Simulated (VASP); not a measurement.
**BeS: relaxation of cell and atoms with PBE+D3(BJ)**

Crystal: BeS.

```
Be S
1.0
     0.00000    2.42000    2.42000
     2.42000    0.00000    2.42000
     2.42000    2.42000    0.00000
Be S
1 1
Direct
  0.00000 0.00000 0.00000
  0.25000 0.25000 0.25000
```

The cell was built by a generator and needn't be a form met in nature.

- Program: VASP 6.6.1
- Task: relaxation of cell and atoms
- Functional: PBE
- Dispersion: D3(BJ)
- Potentials or basis: VASP PAW PBE potentials, release 64 (Be, S)
- Cutoff: 600 eV
- k mesh: 10 × 10 × 10
- Occupations: gaussian, width 0.02 eV
- Spin: no spin polarisation
- Further INCAR settings: ALGO = Normal; EDIFF = 1e-07; IBRION = 2; EDIFFG = -0.005; NSW = 40; ISIF = 3

```yaml
Relaxed_volume: 13.97 Å³/atom
Relaxed_cell: a = 3.406 Å, b = 3.406 Å, c = 3.406 Å, α = 60.00°, β = 60.00°, γ = 60.00°
Space_group_after_relaxing_to_0.05_Å: F-43m (No. 216)
Energy_gained_by_relaxing: 0.9 meV/atom
Ionic_steps: 3
Pressure_after_relaxing: 0.0 GPa
Band_gap_on_the_k_mesh: 3.06 eV, indirect (least direct gap 5.66 eV)
Dispersion_energy_per_atom: -0.308 eV
```

The path:
| step | energy change (eV) | largest force (eV/Å) | pressure (GPa) | volume (Å³) |
| --- | --- | --- | --- | --- |
| 1 | 0.0000 | 0.0000 | -1.42 | 28.34 |
| 2 | -0.0017 | 0.0000 | 0.36 | 27.83 |
| 3 | -0.0018 | 0.0000 | 0.00 | 27.93 |

Final structure:
```yaml
crystal:
  lattice:
    - [0.00000, 2.40823, 2.40823]
    - [2.40823, 0.00000, 2.40823]
    - [2.40823, 2.40823, 0.00000]
  atoms:
    - { symbol: Be, position: [0.00000, 0.00000, 0.00000] }
    - { symbol: S, position: [0.25000, 0.25000, 0.25000] }
```

Levels at points of the mesh, in eV from the valence-band top:
```csv
k point,band 1,band 2,band 3,band 4,band 5,band 6,band 7,band 8
"(0.00, 0.00, 0.00)",-13.83,0.00,0.00,0.00,5.66,5.66,5.66,6.06
"(0.50, 0.00, 0.00)",-12.17,-5.92,-1.06,-1.06,5.55,6.56,6.56,11.31
"(0.50, 0.50, 0.00)",-11.60,-5.13,-2.71,-2.71,3.06,4.90,12.95,12.95
```

Run time: 18 s on 1 thread of Intel(R) Xeon(R) Platinum 8488C (Sapphire Rapids), on a shared host, peak memory 0.16 GiB.

A k mesh can miss the band edges. Expect the measured gap to be larger: semilocal functionals such as PBE lack the derivative discontinuity.
